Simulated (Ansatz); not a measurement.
**SnS: reading a single point**

```
Sn S
1.0
     3.99748    0.00000    0.00000
     0.00000    4.34901    0.00000
     0.00000    0.00000   11.22909
Sn S
4 4
Cartesian
  0.9994 0.5001 1.3250
  0.9994 1.6744 6.9396
  2.9981 3.8489 9.9041
  2.9981 2.6746 4.2895
  2.9981 2.2702 1.6844
  2.9981 4.2533 7.2989
  0.9994 2.0788 9.5447
  0.9994 0.0957 3.9302
```

Level: r2SCAN, no spin polarisation; 500 eV; 7×6×3 Γ-centred mesh; cold occupations (width 0.1246 eV); Ansatz 0.2.0, fixed geometry.

Electronic structure: The gap is 0.93 eV, indirect (the least direct gap found is 1.23 eV).
Forces: The largest is on Sn1 (and as large on other atoms): 0.30 eV/Å, components (0.00, 0.21, 0.20). It makes 55° with the line to a nearest neighbour, S8 at 2.64 Å.
Charges: Bader charges in e: Sn +1.02, S -1.02. In the mean Sn gives up most and S takes most.
Stress: The pressure is 0.1 GPa (compression positive), so with the atoms held at these fractions the cell is close to zero pressure.
Formation energy: -0.48 eV an atom against the elements' usual phases (free molecules for gases, crystals otherwise, with no correction for O₂ or N₂), so it is bound against them; other compounds may still compete. Relaxing would lower it.

Origin: a database entry at a rescaled volume. Caveats: no spin-orbit coupling, which can shift this gap by tenths of an eV.
